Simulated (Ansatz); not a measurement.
Runs of Ansatz 0.2.0 on Sb. Symmetry: Fm-3m, No. 225, cubic system. The conventional cell has a = 4.742 Å, b = 4.742 Å, c = 4.742 Å, α = 90.00°, β = 90.00°, γ = 90.00°. Around Sb (site symmetry m-3m) lie 12 Sb at 3.35 Å. This isn't the form of Sb at room conditions, which is rhombohedral.

```csv
task,level,cell,cutoff (eV),points for each segment of the path,gap on the mesh (eV),pressure (GPa),relaxed volume (Å³/atom)
single point,B3LYP,as given,420,-,none,5.1,-
single point,r2SCANh,as given,500,-,none,(c),-
relaxation of cell and atoms,HSEsol,relaxed,420,-,none,0.0,25.91
band structure,HSE06,as given,420,4,none,(a),-
relaxation of cell and atoms,HF,relaxed,420,-,none,0.0,28.83
relaxation of cell and atoms,HSE03,relaxed,420,-,none,0.0,26.72
single point,PBE0,as given,420,-,none,-0.3,-
single point,HF,as given,420,-,none,(b),-
band structure,HSE03,as given,420,4,none,0.1,-
single point,PBEsol0,as given,420,-,none,-2.2,-
single point,r2SCAN50,as given,500,-,none,-2.0,-
single point,r2SCAN0,as given,500,-,none,-0.4,-
```

Alike in all rows: potentials or basis Ansatz PAW; no spin polarisation; k mesh 5 × 5 × 5; smearing fermi-dirac 0.05 eV; the mesh is coarse, so values aren't converged.

**Question.** Fill in the values left out.

**Answer.** (a) -0.2; (b) 5.7; (c) 0.7.

Caveats: all runs use coarse meshes; the PAW data sets come from PBE, with cores solved anew for the run's functional, which leaves a small shift of forces and pressure; the thresholds are loose for stress (some runs); the plane-wave basis is chosen anew once the cell has moved, so the energies of steps on either side of that aren't comparable (some runs); spin-orbit coupling is left out, which moves the levels of the heavy elements (some runs).

A k mesh can miss the band edges, and the runs leave out spin-orbit coupling on Sb.

A gap of «none» marks a metal or a gap under the smearing width.
